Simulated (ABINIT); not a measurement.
# Ga (P-1) in ABINIT: convergence with pawecutdg

Aim: find how far pawecutdg must go before the results for Ga settle, at LDA. This setting moves, with any that are tied to it; all else stays.

Program: ABINIT 10.8.3 (patched build). These are calculated values, not measurements. Logs are shortened: lines on timing, memory, paths and dates and some standing lists are left out, and cuts for length are marked. The log counts tension as positive stress, the text compression.

## 1. The cell of the first run

The typed cell holds 2 atoms: a = 4.257 Å, b = 4.257 Å, c = 3.332 Å, α = 90.66°, β = 90.66°, γ = 142.09°.

This isn't the form of Ga at room conditions, which is orthorhombic.

The cell isn't the ideal one: atoms moved at random, drawn with an rms of 0.05 Å.

## 2. With pawecutdg 17.5

run.abi

```
pp_dirpath "./"
pseudos "Ga.LDA_PW-JTH.xml"

acell 3*1.0
rprim
     2.6134912304    -7.6089822408     0.0000000000
     2.6134912304     7.6089822408     0.0000000000
    -0.2219435992     0.0000000000     6.2926546590
ntypat 1
znucl 31
natom 2
typat 1 1
xred
     0.1169910000     0.8568350000     0.7483420000
     0.8666660000     0.1324240000     0.2366280000
chkprim 0
chksymtnons 0
tolsym 1.0e-6

ecut 17.0
pawecutdg 17.5

kptopt 1
ngkpt 8 8 7
nshiftk 1
shiftk 0.0 0.0 0.0

ixc 7

nband 17
occopt 3
tsmear 0.1 eV

nstep 100
tolvrs 1.0e-9

iomode 3
prtwf 0
prtden 0
prteig 0
prtebands 0
```

Potentials or basis: JTH PAW LDA v2.0.

Command:

```sh
abinit run.abi > log 2>&1
```

run.abo:

```text
.Version 10.8.3 of ABINIT
 Symmetries : space group P-1 (#  2); Bravais aP (primitive triclinic)
================================================================================
 Values of the parameters that define the memory need of the present run
     intxc =       0    ionmov =       0      iscf =      17    lmnmax =      18
     lnmax =       6     mgfft =      30  mpssoang =       3    mqgrid =    3001
     natom =       2  nloc_mem =       2    nspden =       1   nspinor =       1
    nsppol =       1      nsym =       2    n1xccc =       1    ntypat =       1
    occopt =       3   xclevel =       1
       mpw =         851          nfft =       21600          nkpt =         226
 PAW method is used; the additional fine FFT grid is defined by:
   mgfftf=        32    nfftf =     24576
================================================================================
================================================================================

--------------------------------------------------------------------------------
------------- Echo of variables that govern the present computation ------------
--------------------------------------------------------------------------------
 -outvars: echo values of preprocessed input variables --------
            acell      1.0000000000E+00  1.0000000000E+00  1.0000000000E+00 Bohr
              amu      6.97230000E+01
          chkprim           0
      chksymtnons           0
             ecut      1.70000000E+01 Hartree
                       outvar_i_n : Printing only first  50 k-points.
              ixc           7
                       outvar_i_n : Printing only first  50 k-points.
         kptrlatt        8    0    0      0    8    0      0    0    7
          kptrlen      4.18158597E+01
            natom           2
            nband          17
            ngfft          30      30      24
          ngfftdg          32      32      24
             nkpt         226
            nstep         100
             nsym           2
           ntypat           1
                       prtocc : prtvol=0, do not print more k-points.
           occopt           3
        pawecutdg      1.75000000E+01 Hartree
           prtden           0
        prtebands           0
           prteig           0
            prtwf           0
            rprim      2.6134912304E+00 -7.6089822408E+00  0.0000000000E+00
                       2.6134912304E+00  7.6089822408E+00  0.0000000000E+00
                      -2.2194359920E-01  0.0000000000E+00  6.2926546590E+00
          spgroup           2
           tolsym      1.00000000E-06
           tolvrs      1.00000000E-09
           tsmear      3.67493222E-03 Hartree
            typat      1  1
           useylm           1
                       outvars : Printing only first  50 k-points.
           xangst      1.2589104640E+00  2.9789818640E+00  2.4919260565E+00
                       1.3539501033E+00 -2.9564254110E+00  7.8795454338E-01
            xcart      2.3789959940E+00  5.6294598570E+00  4.7090577728E+00
                       2.5585948834E+00 -5.5868343384E+00  1.4890182866E+00
             xred      1.1699100000E-01  8.5683500000E-01  7.4834200000E-01
                       8.6666600000E-01  1.3242400000E-01  2.3662800000E-01
            znucl       31.00000

================================================================================

[... 115 lines left out ...]
    2       0.019214412615     -0.019024600298     -0.006341459582

 cartesian coordinates (angstrom) at end:
    1      1.25891046401243     2.97898186397681     2.49192605651427
    2      1.35395010330386    -2.95642541099213     0.78795454337837

 cartesian forces (hartree/bohr) at end:
    1      0.00003631393800    -0.00251275477472    -0.00100647505372
    2     -0.00003631393800     0.00251275477472     0.00100647505372
 frms,max,avg= 1.5629297E-03 2.5127548E-03   0.000E+00  0.000E+00  0.000E+00 h/b

 cartesian forces (eV/Angstrom) at end:
    1      0.00186733777127    -0.12921104566486    -0.05175502816089
    2     -0.00186733777127     0.12921104566486     0.05175502816089
 frms,max,avg= 8.0369074E-02 1.2921105E-01   0.000E+00  0.000E+00  0.000E+00 e/A
 length scales=  1.000000000000  1.000000000000  1.000000000000 bohr
              =  0.529177210544  0.529177210544  0.529177210544 angstroms
 Fermi (or HOMO) energy (hartree) =   0.21215   Average Vxc (hartree)=  -0.36985
 Eigenvalues (hartree) for nkpt= 226  k points:
 kpt#   1, nband= 17, wtk=  0.00223, kpt=  0.0000  0.0000  0.0000 (reduced coord)
  -0.34947   -0.34905   -0.34761   -0.34689   -0.33715   -0.33646   -0.33589   -0.33526
  -0.33513   -0.33011   -0.20375    0.13329    0.14581    0.26838    0.41201    0.56141
   0.57996
      occupation numbers for kpt#   1
   2.00000    2.00000    2.00000    2.00000    2.00000    2.00000    2.00000    2.00000
   2.00000    2.00000    2.00000    2.00000    2.00000    0.00000    0.00000    0.00000
   0.00000
 prteigrs : prtvol=0 or 1, do not print more k-points.

--- !EnergyTerms
iteration_state     : {dtset: 1, }
comment             : Components of total free energy in Hartree
kinetic             :  9.89494767481985E+00
hartree             :  4.31574854101176E+01
xc                  : -3.24268079944797E+00
Ewald energy        : -9.66445913582554E+01
psp_core            :  4.60788521770038E+00
local_psp           : -1.16725862712121E+02
PAW spherical_terms :  3.54258285765801E-01
internal            : -1.58598558281421E+02
'-kT*entropy'       : -9.93425284927136E-04
total_energy        : -1.58599551706706E+02
total_energy_eV     : -4.31571365993060E+03
...

--- !EnergyTermsDC
iteration_state     : {dtset: 1, }
comment             : '"Double-counting" decomposition of free energy'
band_energy         : -6.55267175821586E+00
Ewald energy        : -9.66445913582554E+01
psp_core            :  4.60788521770038E+00
xc_dc               : -4.22850719156035E+01
PAW spherical_terms : -1.77241072420904E+01
internal            : -1.58598557056465E+02
'-kT*entropy'       : -9.93425284927136E-04
total_energy_dc     : -1.58599550481750E+02
total_energy_dc_eV  : -4.31571362659785E+03
...

--- !EnergyTermsWithPAWCore
iteration_state     : {dtset: 1, }
comment             : 'Components of total free energy, including PAW core contributions'
Total energy        : -3.88250390030005E+03
Total energy DC     : -3.88250389907509E+03
Total energy (eV)   : -1.05648313232592E+05
Total energy DC (eV): -1.05648313199260E+05
...

 Cartesian components of stress tensor (hartree/bohr^3)
  sigma(1 1)=  1.78082234E-04  sigma(3 2)= -4.48860659E-06
  sigma(2 2)=  1.09919970E-04  sigma(3 1)=  3.34591167E-05
  sigma(3 3)=  9.21585538E-05  sigma(2 1)=  3.09455278E-06

-Cartesian components of stress tensor (GPa)         [Pressure= -3.7282E+00 GPa]
- sigma(1 1)=  5.23936022E+00  sigma(3 2)= -1.32059365E-01
- sigma(2 2)=  3.23395717E+00  sigma(3 1)=  9.84401201E-01
- sigma(3 3)=  2.71139826E+00  sigma(2 1)=  9.10448860E-02

== END DATASET(S) ==============================================================
================================================================================

 -outvars: echo values of variables after computation  --------
            acell      1.0000000000E+00  1.0000000000E+00  1.0000000000E+00 Bohr
           etotal     -1.5859955048E+02
            fcart      3.6313937997E-05 -2.5127547747E-03 -1.0064750537E-03
                      -3.6313937997E-05  2.5127547747E-03  1.0064750537E-03
            rprim      2.6134912304E+00 -7.6089822408E+00  0.0000000000E+00
                       2.6134912304E+00  7.6089822408E+00  0.0000000000E+00
                      -2.2194359920E-01  0.0000000000E+00  6.2926546590E+00
           strten      1.7808223440E-04  1.0991996993E-04  9.2158553839E-05
                      -4.4886065947E-06  3.3459116747E-05  3.0945527770E-06
           xangst      1.2589104640E+00  2.9789818640E+00  2.4919260565E+00
                       1.3539501033E+00 -2.9564254110E+00  7.8795454338E-01
             xred      1.1699100000E-01  8.5683500000E-01  7.4834200000E-01
                       8.6666600000E-01  1.3242400000E-01  2.3662800000E-01
 Calculation completed.
```

Run time: 68 s. Hardware: 1 thread of Arm Neoverse V2, shared host; peak memory 0.16 GiB.

What came out:

```yaml
Free_energy: -4315.7136 eV
Pressure: -3.7 GPa
Largest_force: 0.139 eV/Å
Band_gap_on_the_k_mesh: none (metal or under the smearing width)
Valence_electrons_inside_the_program's_atomic_spheres: Ga 11.03 (radii [1.1132] Å)
```

## 3. With pawecutdg 20.4

run.abi: that of step 2 with these lines changed.

```diff
@@ -20,3 +20,3 @@
 ecut 17.0
-pawecutdg 17.5
+pawecutdg 20.4
```

Potentials or basis: JTH PAW LDA v2.0.

Command:

```sh
abinit run.abi > log 2>&1
```

It took 68 s on 1 thread of Arm Neoverse V2, shared host; peak memory 0.17 GiB.

It converged, with:

- Free energy: -4315.7139 eV
- Pressure: -3.7 GPa
- Largest force: 0.142 eV/Å
- Band gap on the k mesh: none (metal or under the smearing width)
- Valence electrons inside the program's atomic spheres: Ga 11.03 (radii [1.1132] Å)

## 4. With pawecutdg 25.5

run.abi: that of step 3 with these lines changed.

```diff
@@ -20,3 +20,3 @@
 ecut 17.0
-pawecutdg 20.4
+pawecutdg 25.5
```

Command:

```sh
abinit run.abi > log 2>&1
```

Wall time 75 s (1 thread of Arm Neoverse V2, shared host); peak memory 0.17 GiB.

Results (log left out):

```yaml
Free_energy: -4315.7141 eV
Pressure: -3.7 GPa
Largest_force: 0.142 eV/Å
Band_gap_on_the_k_mesh: none (metal or under the smearing width)
Valence_electrons_inside_the_program's_atomic_spheres: Ga 11.03 (radii [1.1132] Å)
```

## 5. With pawecutdg 30.6

run.abi: that of step 4 with these lines changed.

```diff
@@ -20,3 +20,3 @@
 ecut 17.0
-pawecutdg 25.5
+pawecutdg 30.6
```

Command:

```sh
abinit run.abi > log 2>&1
```

It took 75 s on 1 thread of Arm Neoverse V2, shared host; peak memory 0.18 GiB.

It converged, with:

```
Free energy                                           : -4315.7143 eV
Pressure                                              : -3.7 GPa
Largest force                                         : 0.142 eV/Å
Band gap on the k mesh                                : none (metal or under the smearing width)
Valence electrons inside the program's atomic spheres : Ga 11.03 (radii [1.1132] Å)
```

## 6. With pawecutdg 37.4

run.abi: that of step 5 with these lines changed.

```diff
@@ -20,3 +20,3 @@
 ecut 17.0
-pawecutdg 30.6
+pawecutdg 37.4
```

Potentials or basis: JTH PAW LDA v2.0.

Command:

```sh
abinit run.abi > log 2>&1
```

Run time: 74 s. Hardware: 1 thread of Arm Neoverse V2, shared host; peak memory 0.18 GiB.

It converged, with:

```yaml
Free_energy: -4315.7143 eV
Pressure: -3.7 GPa
Largest_force: 0.143 eV/Å
Band_gap_on_the_k_mesh: none (metal or under the smearing width)
Valence_electrons_inside_the_program's_atomic_spheres: Ga 11.03 (radii [1.1132] Å)
```

## 7. With pawecutdg 45.9

run.abi: that of step 6 with these lines changed.

```diff
@@ -20,3 +20,3 @@
 ecut 17.0
-pawecutdg 37.4
+pawecutdg 45.9
```

Command:

```sh
abinit run.abi > log 2>&1
```

It took 74 s on 1 thread of Arm Neoverse V2, shared host; peak memory 0.19 GiB.

It converged, with:

```yaml
Free_energy: -4315.7143 eV
Pressure: -3.7 GPa
Largest_force: 0.143 eV/Å
Band_gap_on_the_k_mesh: none (metal or under the smearing width)
Valence_electrons_inside_the_program's_atomic_spheres: Ga 11.03 (radii [1.1132] Å)
```

## 8. With pawecutdg 56.1

run.abi: that of step 7 with these lines changed.

```diff
@@ -20,3 +20,3 @@
 ecut 17.0
-pawecutdg 45.9
+pawecutdg 56.1
```

Command:

```sh
abinit run.abi > log 2>&1
```

Run time: 75 s. Hardware: 1 thread of Arm Neoverse V2, shared host; peak memory 0.21 GiB.

It converged, with:

```yaml
Free_energy: -4315.7143 eV
Pressure: -3.7 GPa
Largest_force: 0.143 eV/Å
Band_gap_on_the_k_mesh: none (metal or under the smearing width)
Valence_electrons_inside_the_program's_atomic_spheres: Ga 11.03 (radii [1.1132] Å)
```

## 9. Result

| pawecutdg | energy less the tightest run, at zero smearing (meV/atom) | largest force (eV/Å) | SCF cycles | CPU time (s) | peak memory (GiB) |
| --- | --- | --- | --- | --- | --- |
| 17.5 | 0.35 | 0.139 | 8 | 68 | 0.16 |
| 20.4 | 0.22 | 0.142 | 8 | 68 | 0.17 |
| 25.5 | 0.12 | 0.142 | 9 | 75 | 0.17 |
| 30.6 | 0.04 | 0.142 | 9 | 75 | 0.18 |
| 37.4 | 0.02 | 0.143 | 9 | 74 | 0.18 |
| 45.9 | 0.01 | 0.143 | 9 | 74 | 0.19 |
| 56.1 | 0.00 | 0.143 | 9 | 75 | 0.21 |

Against the tightest run, the energy stays within 1 meV/atom from 17.5 on; the largest force stays within 0.005 eV/Å from 17.5 on. The tightest run that finished is the yardstick and may itself not be fully converged.
